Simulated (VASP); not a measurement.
# NaI in VASP: one cell, several levels of theory

What does VASP give for NaI (zincblende), under +1.5 % shear in the xy plane, the cell held fixed? Runs: PBE, r2SCAN. The results are then set beside those of Ansatz 0.2.0 for the same cell. This is a trial cell built on a prototype, not taken from a measured structure, and it needn't be the compound's ground state.

The runs shown are made with VASP 6.6.1. PAW datasets, plane waves. These are computed values for a spin-unpolarised cell that may be hypothetical; none is a measurement.

### Step 1. The system as given

The cell comes from an earlier relaxation with r2SCAN in another program, then strained, with the atoms relaxed again.

The symmetry is Imm2 (No. 44, orthorhombic); conventional cell a = 4.973 Å, b = 5.048 Å, c = 7.086 Å, 44.48 Å³ an atom. Na has 4 I at 3.07 Å; I has 4 Na at 3.07 Å.

Coordinates:

```xyz
2
Lattice="0.0266 3.5432 3.5432 3.5432 0.0266 3.5432 3.5698 3.5698 0.0000" Properties=species:S:1:pos:R:3 pbc="T T T"
Na    0.0000    0.0000    0.0122
I     1.7849    1.7849    1.7594
```

### Step 2. PBE

INCAR

```
ENCUT = 520.000000
SIGMA = 0.020000
EDIFF = 1.00e-07
GGA = PE
PREC = Accurate
IBRION = -1
ISIF = 2
ISMEAR = -1
NBANDS = 14
NELM = 120
NSW = 0
LASPH = .TRUE.
LCHARG = .TRUE.
LELF = .TRUE.
LWAVE = .FALSE.
LREAL = .FALSE.
```

KPOINTS

```
KPOINTS created by Atomic Simulation Environment
0
Gamma
6 6 6
0 0 0
```

KPOINTS_OPT

```
special points
6
Reciprocal
0.0000000000 0.0000000000 0.0000000000 1
-0.5000000000 -0.5000000000 0.0000000000 1
-0.3750000000 -0.3750000000 0.2500000000 1
-0.3750000000 0.0000000000 0.3750000000 1
0.0000000000 0.0000000000 0.5000000000 1
-0.5000000000 -0.2500000000 0.2500000000 1
```

POSCAR

```
Na I
 1.0000000000000000
     0.0265739372750000    3.5431916337749998    3.5431916337748124
     3.5431916337749998    0.0265739372750000    3.5431916337748124
     3.5697655710000000    3.5697655710000000   -0.0000000000503750
 Na  I
   1   1
Cartesian
  0.0000000000000858  0.0000000000000858  0.0121567229373078
  1.7848827855124143  1.7848827855124143  1.7594390939375049
```

The run uses the recommended PBE PAW datasets (14 valence electrons a neutral cell).

Started as:

```console
mpirun -np 1 vasp_std
```

Standard output, without the iteration lines:

```text
POSCAR found type information on POSCAR NaI
 POSCAR found :  2 types and       2 ions
 LDA part: xc-table for (Slater+PW92), standard interpolation
 POSCAR, INCAR and KPOINTS ok, starting setup
 FFT: planning ... GRIDC
 FFT: planning ... GRID_SOFT
 FFT: planning ... GRID
 WAVECAR not read
 entering main loop
 Start KPOINTS_OPT (optional k-point list driver)
k-point batch [1-6\6]
```

OSZICAR:

```text
N       E                     dE             d eps       ncg     rms          rms(c)
DAV:   1     0.809432106316E+02    0.80943E+02   -0.63426E+03  1288   0.844E+02
DAV:   2     0.220853000799E+01   -0.78735E+02   -0.73307E+02  1312   0.200E+02
DAV:   3    -0.518586251283E+01   -0.73944E+01   -0.73483E+01  1672   0.616E+01
DAV:   4    -0.538361297049E+01   -0.19775E+00   -0.19770E+00  1600   0.105E+01
DAV:   5    -0.538873503400E+01   -0.51221E-02   -0.51219E-02  1790   0.166E+00    0.165E+00
DAV:   6    -0.528841281110E+01    0.10032E+00   -0.13117E-01  1432   0.170E+00    0.113E+00
DAV:   7    -0.528033261961E+01    0.80802E-02   -0.10511E-01  1534   0.139E+00    0.704E-01
DAV:   8    -0.528981640923E+01   -0.94838E-02   -0.10753E-02  1402   0.671E-01    0.223E-01
DAV:   9    -0.528963157218E+01    0.18484E-03   -0.24738E-04  1678   0.138E-01    0.719E-02
DAV:  10    -0.528999675913E+01   -0.36519E-03   -0.44937E-04  1396   0.131E-01    0.214E-02
DAV:  11    -0.529001370376E+01   -0.16945E-04   -0.42743E-05  1666   0.522E-02    0.578E-03
DAV:  12    -0.529001653258E+01   -0.28288E-05   -0.40003E-06  1552   0.113E-02    0.351E-03
DAV:  13    -0.529001710020E+01   -0.56762E-06   -0.62456E-07  1636   0.439E-03    0.609E-04
DAV:  14    -0.529001707299E+01    0.27209E-07   -0.31465E-08  1590   0.132E-03
   1 F= -.52900171E+01 E0= -.52900171E+01  d E =-.461702E-11
       N       E                     dE             ncg
DAV:   1     0.513585197574E+03   -0.24886E+04      168
DAV:   2     0.394706136906E+02   -0.47411E+03      180
DAV:   3    -0.472382063076E+01   -0.44194E+02      222
DAV:   4    -0.596299894393E+01   -0.12392E+01      236
DAV:   5    -0.598211588854E+01   -0.19117E-01      236
DAV:   6    -0.598273977230E+01   -0.62388E-03      244
DAV:   7    -0.598274278888E+01   -0.30166E-05      242
DAV:   8    -0.598274283908E+01   -0.50207E-07      166
```

The lines after F= are the extra pass for the points of KPOINTS_OPT, at fixed density; their E is not a total energy.

From OUTCAR:

```text
k-points           NKPTS =     46   k-points in BZ     NKDIM =     46   number of bands    NBANDS=     14

   NELECT =      14.0000    total number of electrons

   dimension x,y,z NGX =    40 NGY =   40 NGZ =   40
   dimension x,y,z NGXF=    80 NGYF=   80 NGZF=   80

  energy-cutoff  :      520.00
  volume of cell :       88.96
      direct lattice vectors                 reciprocal lattice vectors
     0.026573937  3.543191634  3.543191634    -0.142182075  0.142182075  0.141115709
     3.543191634  0.026573937  3.543191634     0.142182075 -0.142182075  0.141115709
     3.569765571  3.569765571 -0.000000000     0.140065220  0.140065220 -0.141115709

 k-points in reciprocal lattice and weights: KPOINTS created by Atomic Simulation Env
   0.00000000  0.00000000  0.00000000       0.005
   0.16666667  0.00000000 -0.00000000       0.019
   0.33333333  0.00000000 -0.00000000       0.019
   0.50000000  0.00000000  0.00000000       0.009
   0.16666667  0.16666667 -0.00000000       0.009
   0.33333333  0.16666667 -0.00000000       0.019
   0.50000000  0.16666667 -0.00000000       0.019
  -0.33333333  0.16666667  0.00000000       0.019
[... 38 more k-points ...]

 E-fermi :  -0.6499

 k-point     1 :       0.0000    0.0000    0.0000
  band No.  band energies     occupation
      1     -23.1989      2.00000
      2     -23.1984      2.00000
      3     -23.1979      2.00000
      4     -11.5421      2.00000
      5      -1.1299      2.00000
      6      -1.1095      2.00000
      7      -1.0876      2.00000
      8       2.7122      0.00000
      9       6.7253      0.00000
     10       6.7904      0.00000
     11       6.8558      0.00000
     12       8.5615      0.00000
     13       8.5629      0.00000
     14       9.8637      0.00000

 k-point     2 :       0.1667    0.0000   -0.0000
  band No.  band energies     occupation
      1     -23.1995      2.00000
      2     -23.1986      2.00000
      3     -23.1979      2.00000
      4     -11.5099      2.00000
      5      -1.4845      2.00000
      6      -1.1643      2.00000
      7      -1.1393      2.00000
      8       3.2932      0.00000
      9       6.4598      0.00000
     10       6.8813      0.00000
     11       6.9636      0.00000
     12       8.1382      0.00000
     13       8.1706      0.00000
     14       9.6555      0.00000

 k-point     3 :       0.3333    0.0000   -0.0000
  band No.  band energies     occupation
      1     -23.2007      2.00000
      2     -23.1988      2.00000
      3     -23.1981      2.00000
      4     -11.4438      2.00000
      5      -2.0803      2.00000
      6      -1.2303      2.00000
      7      -1.2106      2.00000
      8       4.1118      0.00000
      9       6.3615      0.00000
     10       6.6900      0.00000
     11       6.7510      0.00000
     12       8.7369      0.00000
     13       8.8227      0.00000
     14       9.0958      0.00000

 k-point     4 :       0.5000    0.0000    0.0000
  band No.  band energies     occupation
      1     -23.2014      2.00000
      2     -23.1989      2.00000
      3     -23.1982      2.00000
      4     -11.4099      2.00000
      5      -2.3274      2.00000
      6      -1.2620      2.00000
      7      -1.2448      2.00000
      8       4.2940      0.00000
      9       6.5006      0.00000
     10       6.5582      0.00000
     11       6.6312      0.00000
     12       9.4205      0.00000
     13      10.0949      0.00000
     14      10.1901      0.00000

 k-point     5 :       0.1667    0.1667   -0.0000
  band No.  band energies     occupation
      1     -23.1991      2.00000
      2     -23.1991      2.00000
      3     -23.1980      2.00000
      4     -11.5001      2.00000
      5      -1.4956      2.00000
      6      -1.2392      2.00000
      7      -1.1920      2.00000
      8       3.4849      0.00000
      9       6.1473      0.00000
     10       7.1266      0.00000
     11       7.1892      0.00000
     12       7.2399      0.00000
     13       8.8493      0.00000
     14      10.9538      0.00000

 k-point     6 :       0.3333    0.1667   -0.0000
  band No.  band energies     occupation
      1     -23.2002      2.00000
      2     -23.1991      2.00000
      3     -23.1982      2.00000
      4     -11.4457      2.00000
      5      -1.9203      2.00000
      6      -1.3230      2.00000
      7      -1.3058      2.00000
      8       4.2681      0.00000
      9       5.9023      0.00000
     10       6.4068      0.00000
     11       7.2531      0.00000
     12       8.0991      0.00000
     13       9.2997      0.00000
     14      10.2627      0.00000

 k-point     7 :       0.5000    0.1667   -0.0000
  band No.  band energies     occupation
      1     -23.2011      2.00000
      2     -23.1992      2.00000
      3     -23.1983      2.00000
      4     -11.4003      2.00000
      5      -2.2118      2.00000
      6      -1.4543      2.00000
      7      -1.3349      2.00000
      8       4.7217      0.00000
      9       5.7392      0.00000
     10       6.7535      0.00000
     11       6.9506      0.00000
     12       9.0012      0.00000
     13      10.1280      0.00000
     14      10.4702      0.00000

 k-point     8 :      -0.3333    0.1667    0.0000
  band No.  band energies     occupation
      1     -23.2011      2.00000
      2     -23.1992      2.00000
      3     -23.1982      2.00000
      4     -11.4106      2.00000
      5      -2.1420      2.00000
      6      -1.4962      2.00000
      7      -1.2645      2.00000
      8       4.7489      0.00000
      9       5.8392      0.00000
     10       6.5387      0.00000
     11       6.8927      0.00000
     12       8.4619      0.00000
     13       9.9571      0.00000
     14      10.3636      0.00000

 k-point     9 :      -0.1667    0.1667    0.0000
  band No.  band energies     occupation
      1     -23.2003      2.00000
      2     -23.1988      2.00000
      3     -23.1980      2.00000
      4     -11.4658      2.00000
      5      -1.7977      2.00000
      6      -1.3475      2.00000
      7      -1.1779      2.00000
      8       4.0215      0.00000
      9       6.1692      0.00000
     10       6.5924      0.00000
     11       7.1494      0.00000
     12       7.4529      0.00000
     13       9.0517      0.00000
     14      10.4717      0.00000

[... the tables of k-points 10 to 46 left out ...]

  Total        0.2135339      0.2135339      0.2129413     -0.0247028      0.0000000      0.0000000
  in kB        3.8458100      3.8458100      3.8351382     -0.4449054      0.0000000      0.0000000
  external PRESSURE =       3.8422527 kB  Pullay stress =       0.0000000 kB

 POSITION                                       TOTAL-FORCE (eV/Angst)
 -----------------------------------------------------------------------------------
      3.56977      3.56977      0.01216         0.000000      0.000000      0.001160
      1.78488      1.78488      1.75944        -0.000000     -0.000000     -0.001160
 -----------------------------------------------------------------------------------
    total drift:                                0.000001      0.000001     -0.000320

  FREE ENERGIE OF THE ION-ELECTRON SYSTEM (eV)
  ---------------------------------------------------
  free  energy   TOTEN  =        -5.2900170730 eV

  energy  without entropy=       -5.2900170730  energy(sigma->0) =       -5.29001707
```

Hardware: 1 MPI rank of Intel Xeon Platinum 8488C, shared host.

The levels at the points of KPOINTS_OPT are read from vasprun.xml.

Levels at the named points, in eV from the top of band v (v: the last filled band by count, c: the next):

| point | v−1 | v | c | c+1 |
| --- | --- | --- | --- | --- |
| Γ | -0.02 | 0.00 | 3.80 | 7.81 |
| X | -0.45 | -0.39 | 5.16 | 6.17 |
| U | -0.73 | -0.31 | 5.74 | 6.71 |
| K | -0.72 | -0.33 | 5.72 | 6.74 |
| L | -0.15 | -0.13 | 5.40 | 7.63 |
| W | -0.75 | -0.47 | 6.05 | 7.25 |

The PBE gap is 3.80 eV, direct at Γ. Pressure: 0.38 GPa; the forces vanish within 0.01 eV/Å.

Axes a, b and c in the maps are those of this run's conventional cell (a, b, c = 4.973, 5.048, 7.086 Å).

Density in a lattice plane of the grid's cell (edges 4.97 and 7.09 Å, at 0.000 of the third edge), which holds Na and I.

Ten even steps from ' ' (-0.61 e/Å³) to '@' (11.83 e/Å³):
```
**==..                      ..==
....                          ..
                                
                                
                                
                                
                                
                                
                                
                                
                                
                                
              ......            
            ..      ..          
          ..          ..        
            ..      ..          
            ..........          
..                              
++--..                      ..--
@@**::                      ::**
```
Columns run along the first of these edges and rows up along the second, over one cell in 16 and 20 even steps from the bottom left corner. Atoms in the plane (fractional): Na at (0.00, 1.00), I at (0.50, 0.25).

ELF in the same plane.

Ten even steps from ' ' (0.00) to '@' (0.89):
```
  ::--      ::------::      --::
----..                      ..--
                                
                                
                                
                                
                                
                                
          ..::------::..        
        ::==**######**==::      
      ::++##%%@@@@@@%%##++::    
    ::++##%%@@@@@@@@@@%%##++::  
    --##%%@@@@@@@@@@@@@@%%##--  
  ..==%%@@@@@@%%##%%@@@@@@%%==..
  ..++%%@@@@@@**==**@@@@@@%%++..
    --%%@@@@@@%%##%%@@@@@@%%--  
      ++@@@@@@@@@@@@@@@@@@++    
--::    ++@@@@@@@@@@@@@@++    ::
..::--  ..##%%@@@@@@%%##..  --::
    --..  ::**######**::  ..--  
```
Columns run along the first of these edges and rows up along the second, over one cell in 16 and 20 even steps from the bottom left corner. Atoms in the plane (fractional): Na at (0.00, 1.00), I at (0.50, 0.25).

Both are smooth fields of the valence electrons: close to the nuclei they are not physical.

Maxima of ELF outside the ion cores: 0.89 on the I–Na line, 1.1 Å from I; 0.89 in the shell around I, 1.0 Å from I.

[end of part 1 of 2]
